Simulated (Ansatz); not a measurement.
**Si₃N₄: field gradients at two levels of theory**

Cell: a COD entry whose atoms were relaxed with PBE, the cell held.

Space group P6_3/m (No. 176); a = 7.5950, c = 2.9023 Å, γ = 120.00°.

```
site  Wyckoff  site symmetry       x       y       z
  Si       6h            m..  0.7673  0.1736  0.2500
  N7       6h            m..  0.0294  0.3297  0.2500
 N13       2d           -6..  0.3333  0.6667  0.7499
```

One atom of each set is listed.

First run. Computed with Ansatz: DFT, PBE, plane waves and PAW, scalar-relativistic, 420 eV cutoff, Γ-centred 4×4×10 k-points, Fermi–Dirac smearing 0.02 eV.

```json
{"site": "Si", "V_zz (10²¹ V/m²)": "0.99", "η": "0.42"}
{"site": "N7", "V_zz (10²¹ V/m²)": "-4.90", "η": "0.07"}
{"site": "N13", "V_zz (10²¹ V/m²)": "-4.83", "η": "0.00"}
```

Second run. The same atoms and settings, except that the functional is LDA.

Task: Given the first result, estimate the second.

Result: 

```
site   V_zz     η  change of V_zz
  Si   0.98  0.42           -0.01
  N7  -4.72  0.08           +0.18
 N13  -4.65  0.00           +0.18
```

The largest change of V_zz is on N13, from -4.83 to -4.65. In per cent, |V_zz| changes by -1 on Si, -4 on N (all sites that start above 0.5).

For the first run: At this cell the PBE pressure is 6 GPa, so with PBE the cell would grow if it were relaxed.
